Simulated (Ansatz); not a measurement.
Write the native input for Ansatz 0.2.0 that does the following.

```yaml
Task: single point
Functional: PBE
Potentials_or_basis: all-electron LAPW, scalar-relativistic
Cutoff: 339 eV (chosen from the basis error)
Basis_error_allowed: 0.001 eV/atom
k_mesh: 13 × 13 × 13
Occupations: fermi-dirac, width 0.05 eV
Spin: collinear spin, ferromagnetic start
Starting_moments: "[2.5] μB"
```

The system is Ni.

```xyz
1
Lattice="-1.3837 1.3837 1.3837 1.3837 -1.3837 1.3837 1.3837 1.3837 -1.3837" Properties=species:S:1:pos:R:3 pbc="T T T"
Ni    0.0000    0.0000    0.0000
```

This isn't the form of Ni at room conditions, which is fcc.

These files were run (other wordings do the same):

input.yaml

```yaml
crystal:
  lattice:
    - [-1.38371547, 1.38371547, 1.38371547]
    - [1.38371547, -1.38371547, 1.38371547]
    - [1.38371547, 1.38371547, -1.38371547]
  atoms:
    - { symbol: Ni, position: [0.0, 0.0, 0.0], spin: 2.5 }
kpoints:
  mp_grid: { grid: [13, 13, 13] }
scf:
  occupations: { method: fermi_dirac, width: 0.05 }
hamiltonian:
  xc: pbe
  pseudopotentials: { kind: all_electron, lapw: { basis_error: 0.001 } }
magnetization:
  spin_polarized: true
output:
  forces: true
  stress: true
  eigenvalues: true
```

Potentials or basis: all-electron LAPW, scalar-relativistic.

Run with:

```console
$ ansatz run input.yaml --threads 2 --pin off --max-ram 6144MiB --backend cpu --events-out ev --progress --plain --runs-dir out
```

It gave:

```yaml
Pressure: 7.8 GPa
Band_gap_on_the_k_mesh: none (metal or under the smearing width)
Net_moment: 0.59 μB per cell
Absolute_moment: 0.65 μB per cell
Site_moments: Ni +0.61 μB
```

Wall time 9.9 s on 2 threads of Arm Neoverse V1, with other jobs on the host, peak memory 0.35 GiB.
